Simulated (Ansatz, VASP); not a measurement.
## Ga: VASP beside Ansatz

```
CELL_PARAMETERS angstrom
2.09493 0.00000 0.00000
-1.04747 1.81427 0.00000
0.00000 0.00000 4.47358
ATOMIC_POSITIONS crystal
Ga 0.00000 0.00000 0.00000
```

Alike in both runs: task single point; functional PBE; k mesh 9 × 9 × 4; occupations gaussian, width 0.1 eV; no spin polarisation.

```csv
,VASP,Ansatz
version,VASP 6.6.1,Ansatz 0.2.0
potentials or method,"VASP PAW PBE potentials, release 64 (Ga_d)","scalar-relativistic, plane waves, PAW"
plane-wave cutoff (eV),520,420
valence electrons in the cell,13,13
```

```csv
,VASP,Ansatz,Ansatz less VASP
gap on the k mesh at the Fermi level (eV),none,none,-
pressure (GPa),97.2,96.4,-0.81
largest component of the traceless stress (GPa),97.32,96.57,-0.753
```

A gap of «none» marks a metal or a gap that the smearing closes. The functional is the same, so the differences come from potentials, cutoffs and numerics.

Caveats: the k mesh is coarse (spacing up to 0.38 Å⁻¹), so the values aren't converged; the cell as given lies far from equilibrium; so large a pressure means that the cell lies far from this level's equilibrium, or that cutoff or potentials fall short (VASP).
